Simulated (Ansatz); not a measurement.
An Ansatz input (plane waves, PAW) for InSb that has something wrong with it:

```yaml
crystal:
  lattice:
    - [0.0, 3.3172599326, 3.3172599326]
    - [3.3172599326, 0.0, 3.3172599326]
    - [3.3172599326, 3.3172599326, 0.0]
  atoms:
    - { symbol: In, position: [0.0, 0.0, 0.0] }
    - { symbol: Sb, position: [0.75, 0.75, 0.75] }
basis:
  ecutwfc: "520 ev"
  ecutrho_ratio: 4
kpoints:
  mp_grid: { grid: [10, 10, 10] }
hamiltonian:
  xc: pbe
scf:
  occupations: { method: gaussian, width: 0.05 }
  max_iter: 100
output:
  forces: true
  stress: true
```

Launched as:
```sh
ansatz run input.yaml --threads 4 --pin off --max-ram 7168MiB --backend cpu --events-out ev --progress --plain --runs-dir out
```

Task: What is wrong with it?

Result: A cutoff in the wrong unit. Against the sound input: basis.ecutwfc: 420 → "520 ev" (the cap on iterations is only a precaution).

What the program printed:

```
Error: YAML parse error: error: line 10 column 12: unknown unit factor `ev` — a unit is read by its exact case: `eV` is a unit here, `ev` is not
  --> <input>:10:12
   |
```

The input was refused before any iteration. It ran for 0.02 s on 4 threads of Arm Neoverse V2 (shared host), peak memory 0.021 GiB. The run before the change (PBE, 420 eV, 10×10×10 mesh) gave:

```tsv
run	P (GPa)	gap on the mesh (eV)	cell moment (μB)	largest force component (eV/Å)
sound	0.0	0 (bands touch)	–	0.000
```

The chain of runs began from a cell as deposited in COD, expanded in volume.

Of that run: At this volume the filled and empty bands only touch, so this is a zero-gap semimetal rather than a metal, and a semilocal functional can cause such a touching.
